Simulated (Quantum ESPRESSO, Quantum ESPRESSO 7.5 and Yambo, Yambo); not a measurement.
# CuCl (Nantokite): bands and cutoff in G0W0 with Yambo

What does each rung of G0W0 on CuCl (Nantokite) cost, and what does it buy?

Program: Quantum ESPRESSO 7.5 and Yambo 5.3.0. Level of theory: PBE and many-body steps on it, plane waves. Results are calculated unless marked as measured.

The database entry behind the starting cell differs from later determinations by our own check (0.1 to 0.3 % short, probably kX units), so it need not match the best structure at ambient conditions.

In doubt: a PseudoDojo file used here is known to give poor structures and forces, which bears on pressures, cells, forces and phonons.

### 1. The starting structure

Symmetry: F-43m, No. 216, cubic system. The conventional cell has a = 5.406 Å, b = 5.406 Å, c = 5.406 Å, α = 90.00°, β = 90.00°, γ = 90.00°. Cu has 4 Cl at 2.34 Å nearest. Nearest to Cl lie 4 Cu at 2.34 Å. Farther neighbours and most contacts between anions are not listed.

Structure file:

```cif
data_structure
_symmetry_space_group_name_H-M 'F-43m'
_symmetry_Int_Tables_number 216
_cell_length_a 5.4057
_cell_length_b 5.4057
_cell_length_c 5.4057
_cell_angle_alpha 90.000
_cell_angle_beta 90.000
_cell_angle_gamma 90.000
_cell_volume 157.96
loop_
_atom_site_label
_atom_site_type_symbol
_atom_site_symmetry_multiplicity
_atom_site_Wyckoff_symbol
_atom_site_fract_x
_atom_site_fract_y
_atom_site_fract_z
_atom_site_occupancy
Cu1 Cu 4 a 0.00000 0.00000 0.00000 1
Cl1 Cl 4 d 0.25000 0.25000 0.75000 1
```

The cell and positions come from the Crystallography Open Database and are kept as given unless a step says otherwise.

### 2. Empty states on the mesh, 4×4×4 mesh, 478 bands

This step: Quantum ESPRESSO 7.5; DFT, PBE, plane waves, norm-conserving pseudopotentials.

The sums over transitions need many empty states on a uniform mesh; this step solves for them.

Contents of pw.in:

```
&control
  calculation = 'nscf'
  prefix = 'x'
  outdir = 'o'
  pseudo_dir = 'pseudo'
/
&system
  ibrav = 0
  nat = 2
  ntyp = 2
  ecutwfc = 84.0
  nbnd = 478
  force_symmorphic = .true.
/
&electrons
  conv_thr = 1e-9
  electron_maxstep = 80
  diago_full_acc = .true.
  diago_thr_init = 5e-6
/
ATOMIC_SPECIES
  Cu 63.546 Cu.upf
  Cl 35.45 Cl.upf
CELL_PARAMETERS angstrom
  -0.0000000000 2.7028500000 2.7028500000
  2.7028500000 -0.0000000000 2.7028500000
  2.7028500000 2.7028500000 -0.0000000000
ATOMIC_POSITIONS crystal
  Cu 0.0000000000 0.0000000000 0.0000000000
  Cl 0.2500000000 0.2500000000 0.2500000000
K_POINTS automatic
  4 4 4 0 0 0
```

Launch:

```console
$ OMP_NUM_THREADS=1 mpirun -n 4 pw.x -nk 4 -in pw.in > pw.out
```

Log:

```text
Program PWSCF v.7.5 starts

     This program is part of the open-source Quantum ESPRESSO suite
     for quantum simulation of materials; please cite
         "P. Giannozzi et al., J. Phys.:Condens. Matter 21 395502 (2009);
         "P. Giannozzi et al., J. Phys.:Condens. Matter 29 465901 (2017);
         "P. Giannozzi et al., J. Chem. Phys. 152 154105 (2020);
     in publications or presentations arising from this work. More details at

     Atomic positions and unit cell read from directory:
     o/x.save/

     Message from routine setup:
[...]
75.4594  77.3422  78.2710  78.2710  78.3448  78.3448  79.1320  80.6857
     [... 48 further rows ...]
   291.5520 291.7445 292.0194 292.3365 292.3365 293.0187 293.0187 293.1558
   293.4461 293.4461 293.5932 295.2720 295.4037 295.4037

          k = 0.3536 0.0000 0.0000 (  3479 PWs)   bands (ev):

     [... further k-points ...]

     highest occupied, lowest unoccupied level (ev):     7.6222    8.1554

     XML data file, pseudopotentials, collected wavefunctions

=------------------------------------------------------------------------------=
   JOB DONE.
=------------------------------------------------------------------------------=
```

The job ended after 75 s (4 MPI ranks of Arm Neoverse V1, shared host; peak memory 0.87 GiB; 5 min of CPU time).

This step gave:

* gap: 0.5333 eV
* k of the valence top: 0, 0, 0
* k of the conduction bottom: 0, 0, 0
* least direct gap: 0.5333 eV
* k points computed: 8
* lowest point of the top converged band, above the valence top: 286.5733 eV

On this mesh the gap is 0.533 eV.

The density comes from a self-consistent run that is not shown.

### 3. Conversion and set-up

This step: Yambo 5.3.0; conversion and set-up on PBE, plane waves, norm-conserving pseudopotentials.

The states are converted to the many-body program's format and the q mesh is built.

Launch:

```console
$ (cd o/x.save; p2y > p2y.log; mv SAVE ../..); yambo > setup.log
```

Log:

```text
 Yambo, version 5.3.0

 [02] CORE Variables Setup
 =========================

  [02.01] Unit cells
  ==================

  Cell kind             :  FCC
  Atoms in the cell     :  Cu  Cl
  number of Cu atoms    :  1
  number of Cl atoms    :  1

  List of atomic masses
  Mass of Cu    :  63.54600
  Mass of Cl    :  35.45000

  List of atomic coordinates    : [cc]
  Cu1       :  0.000000  0.000000  0.000000  order 1
  Cl1       :  2.553823  2.553823  2.553823  order 2

  Alat factors          :  5.107646  5.107646  5.107646 [a.u.]
  Direct lattice volume :  266.4971 [a.u.]
[...]
==========================================

 IBZ Q-points                                      :   8
 BZ  Q-points                                      :   64

 K/Q-points units:
 rlu = crystal or reduced units; cc = cartesian coordinates; iku = interal k-units

 Q [1]          [rlu]:  0.000000  0.000000  0.000000
 Q [2]          [rlu]: -0.90400E-17 -0.90400E-17  0.25000
 Q [3]          [rlu]:  0.18080E-16  0.18080E-16 -0.50000
[...]
Q [7]          [rlu]:  0.95323E-17 -0.50000     -0.50000
 Q [8]          [rlu]:  0.250000 -0.500000 -0.250000

  [03.01] X indexes
  =================

   [03.01.01] Sigma indexes
   ========================

 [06] Game Over & Game summary
```

Wall time 2.8 s (1 MPI rank); peak memory 0.25 GiB.

### 4. 71 bands, 122.5 eV

Now the one-shot GW correction: screening in the RPA, then the self-energy of the levels asked for.

This step: G0W0 on PBE, plane waves, norm-conserving pseudopotentials.

Contents of gw1.in:

```
HF_and_locXC
gw0
dyson
ppa
em1d
rim_cut
RandQpts= 1000000
RandGvec= 1 RL
EXXRLvcs= 84 Ry
VXCRLvcs= 336 Ry
Chimod= "HARTREE"
% BndsRnXp
 1 | 71 |
%
NGsBlkXp= 9 Ry
% LongDrXp
 1 | 1 | 1 |
%
% GbndRnge
 1 | 71 |
%
DysSolver= "n"
ExtendOut
PPAPntXp= 27.21138 eV
% QPkrange
 1 | 1 | 12 | 15 |
%
```

Launch:

```console
$ OMP_NUM_THREADS=1 mpirun -n 4 yambo -F gw1.in -J gw1 -C gw1 > gw1.log
```

Log:

```text
 Yambo, version 5.3.0

 [02] CORE Variables Setup
 =========================

  [... cell, symmetries and grids as in the set-up ...]

  [02.05] Energies & Occupations
  ==============================

  [X] === General ===
  [X] Electronic Temperature                        :  0.000000  0.000000 [eV K]
  [X] Bosonic    Temperature                        :  0.000000  0.000000 [eV K]
  [X] Finite Temperature mode                       : no
  [X] El. density                                   :  0.65838E+24 [cm-3]
  [X] Fermi Level                                   :  7.622151 [eV]

  [X] === Gaps and Widths ===
  [X] Conduction Band Min                           :  0.533284 [eV]
  [X] Valence Band Max                              :  0.000000 [eV]
  [X] Filled Bands                                  :  13
  [X] Empty Bands                                   :    14   478
  [X] Direct Gap                                    :  0.533284 [eV]
  [X] Direct Gap localized at k                     :  1
  [X] Indirect Gap                                  :  0.533284 [eV]
  [X] Indirect Gap between kpts                     :  1  1
  [X] Last valence band width                       :  1.105528 [eV]
  [X] 1st conduction band width                     :  4.500600 [eV]

 [03] Transferred momenta grid and indexing
 ==========================================

 IBZ Q-points                                      :   8
 BZ  Q-points                                      :   64

 K/Q-points units:
 rlu = crystal or reduced units; cc = cartesian coordinates; iku = interal k-units

 Q [1]          [rlu]:  0.000000  0.000000  0.000000
 Q [2]          [rlu]: -0.90400E-17 -0.90400E-17  0.25000
 Q [3]          [rlu]:  0.18080E-16  0.18080E-16 -0.50000
 Q [4]          [rlu]: -0.47661E-17  0.25000      0.25000
 Q [5]          [rlu]: -0.90400E-17  0.25000      0.50000
 Q [6]          [rlu]:  0.18080E-16  0.25000     -0.25000
 Q [7]          [rlu]:  0.95323E-17 -0.50000     -0.50000
 Q [8]          [rlu]:  0.250000 -0.500000 -0.250000

 [04] Coloumb potential Random Integration (RIM)
 ===============================================

  [04.01] RIM initialization
  ==========================

  * Diagonal components only detected *

  8 x (sBL volume)        :  0.116348 [a.u.]
  sBZ random points       :  1000000
  Points outside the sBZ  :   7996195
  RL volume               :  0.930780 [a.u.]
  Integrated volume       :  0.931223 [a.u.]

  [04.02] RIM integrals
  =====================

  Gamma point sphere radius             :  0.088553 [a.u.]
  Points outside the sphere             :   799659
  [Int_sBZ(q=0) 1/q^2]*(Vol_sBZ)^(-1/3) =:  7.764404
                                 should be <:  7.795600

  Summary of Coulomb integrals for non-metallic bands |Q|[au] RIM/Bare

  Q [1] 0.100000E-4 0.995998 * Q [2] 0.266336 1.064860
  Q [4] 0.307538 1.063731 * Q [6] 0.434925 1.026772
  Q [5] 0.509994 1.019350 * Q [3] 0.532672 1.017217
  Q [7] 0.615076 1.013507 * Q [8] 0.687676 1.010541

 [WARNING] [Xp] User bands 1-71 break level degeneracy

 [05] Dipoles
 ============

  [05.01] Setup: observables and procedures
  =========================================

 [06] Dynamic Dielectric Matrix (PPA)
 ====================================

 [WR./gw1//ndb.pp]---------------------------------------------------------------
  Brillouin Zone Q/K grids (IBZ/BZ)                :    8   64    8   64
  RL vectors                                       :   4279 [WF]
  Coulomb cutoff potential                         : none
  Electronic Temperature                           :  0.000000 [K]
  Bosonic    Temperature                           :  0.000000 [K]
  PPA    diel. fun.  energies                      : Perdew, Burke & Ernzerhof(X)+Perdew, Burke & Ernzerhof(C)
  wavefunctions                                    : Perdew, Burke & Ernzerhof(X)+Perdew, Burke & Ernzerhof(C)
  Global Gauge                                     : length
  X matrix size                                    :  137
  X band range                                     :    1   71
  X e/h energy range                               : -1.000000 -1.000000 [eV]
  X Time ordering                                  : R
  X Hxc Kernel                                     : HARTREE
  X Drude frequency                                :  0.000000  0.000000
  X poles                                          :  100.0000 [o/o]
  RL vectors in the sum                            :   4279
  [r,Vnl] included                                 : yes
  Field direction                                  :  0.577350E-5  0.577350E-5  0.577350E-5
  BZ energy Double Grid                            : no
  BZ energy DbGd points                            : 0
  BZ Q point size factor                           : -1.000000
  X Optical Averaged directions                    : none

 [07] Local Exchange-Correlation + Non-Local Fock
 ================================================

 [VXC] Plane waves :  27725
 [EXS] Plane waves :   3527

 QP @ state[ 1 ] K range:  1  1
 QP @ state[ 1 ] b range:  12  15

 [xc] Functional : Perdew, Burke & Ernzerhof(X)+Perdew, Burke & Ernzerhof(C)
 [xc] LIBXC used to calculate xc functional
  PP Number of Atomic Species                      :  2
  NLCC RL compoments                               :  27725
  PP Number of Atomic Species                      :  2
  NLCC RL compoments                               :  27725

 [xc] E_xc :  -20.64911 [Ha]
      E_xc :  -41.29822 [Ry]

  Local XC kind (lXC) : Perdew, Burke & Ernzerhof(X)+Perdew, Burke & Ernzerhof(C)
  Non-Local XC kind (nlXC) : Hartree-Fock

  Corrections @ K [1] :  [eV]
 <12|nlXC|12> = -35.76023  0.14772E-16 <12|lXC|12> = -28.89121 -0.37763E-15
 <13|nlXC|13> = -35.76032 -0.53899E-17 <13|lXC|13> = -28.89121 -0.15341E-15
 <14|nlXC|14> = -5.950915  0.28033E-17 <14|lXC|14> = -10.29704  0.47204E-16
 <15|nlXC|15> = -6.008371 -0.11586E-17 <15|lXC|15> = -11.24837 -0.23602E-16

 [08] Dyson equation: Newton solver
 ==================================

  [08.01] G0W0 (W PPA)
  ====================

  [  GW  ] Bands range     :    1   71
  [GW/PPA] G damping       :  0.100000 [eV]

  QP @ state[ 1 ] K range:  1  1
  QP @ state[ 1 ] b range:  12  15

   Sc/G bands                                       :    1   71
   Sc/G damping                                     :  0.100000 ev
   Sc bands terminator                              : no
   Sx RL components                                 :   3527

   QP @ state[ 1 ] K range                          :  1  1
   QP @ state[ 1 ] b range                          :  12  15
   GF energies kind                                 : Perdew, Burke & Ernzerhof(X)+Perdew, Burke & Ernzerhof(C)
   GF WF`s kind                                     : Perdew, Burke & Ernzerhof(X)+Perdew, Burke & Ernzerhof(C)
   Xs energies kind                                 : Perdew, Burke & Ernzerhof(X)+Perdew, Burke & Ernzerhof(C)
   Xs WF`s kind                                     : Perdew, Burke & Ernzerhof(X)+Perdew, Burke & Ernzerhof(C)

 [11] Game Over & Game summary
```

Run time: 36 s. Hardware: 4 MPI ranks; peak memory 1.5 GiB.

This step gave:

```
G0W0 gap on the points computed              : 1.227 eV
starting gap on the mesh                     : 0.5333 eV
k of the valence top                         : 0, 0, 0
k of the conduction bottom                   : 0, 0, 0
least direct G0W0 gap on the computed points : 1.227 eV
Z at the valence top                         : 0.7445
Z at the conduction bottom                   : 0.8159
```

The gap on the mesh goes from 0.53 eV to 1.23 eV, a correction of +0.69 eV.

[end of part 1 of 2]

[Paths, hosts, dates, memory and timing lines, banners, echoed tables and standing remarks are left out of the program output.]

[Logs are printed without paths, hosts, clocks, repeated set-up lines and the standing remarks that a program may print on its own settings, such as how far it seeks lower states.]

[Runs of the session that timed out or met a known fault of the program may be left out.]

[Hosts, paths, dates, database ids (printed as entryN), source tags and the programs' standing remarks are cut or masked in the printed files.]
